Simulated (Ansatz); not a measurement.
NaH (Fm-3m) from a database structure, relaxed with r2SCAN: the symmetry is Fm-3m (No. 225, cubic); a = 4.795 Å in the conventional setting, 13.78 Å³ an atom. Na is surrounded by 6 H at 2.40 Å; H is surrounded by 6 Na at 2.40 Å. One-shot G0W0@PBE in the PAW code Ansatz on a 6×6×6 mesh (contour deformation, no spin-orbit coupling), from a PBE gap of 3.849 eV over the mesh points (the G0W0 gap is indirect on the mesh); the number N of bands summed and the screening cutoff rise together. Calculated for a static, non-magnetic cell.

```
  N  cutoff (eV)  1000/N  G0W0 gap (eV)
 87          120  11.494          6.013
209          220   4.785          6.098
```

Problem. Lay a straight line in 1000/N through these rows.

Solution. The slope is -0.0127 eV per unit of 1000/N and the intercept 6.159 eV.

Problem. Predict the gap at N = 380 (300 eV).

Solution. 6.159 + (-0.0127) × 2.632 = 6.126 eV; the run gives 6.125 eV, -0.001 eV from the line.

Problem. With that run's result added, what limit do the last two rows suggest?

Solution. Their slope is (6.125 − 6.098)/(2.632 − 4.785) = -0.0125, which meets 1/N = 0 at 6.16 eV, against 6.159 eV from the first line. The two lines nearly agree; the k mesh isn't extrapolated.
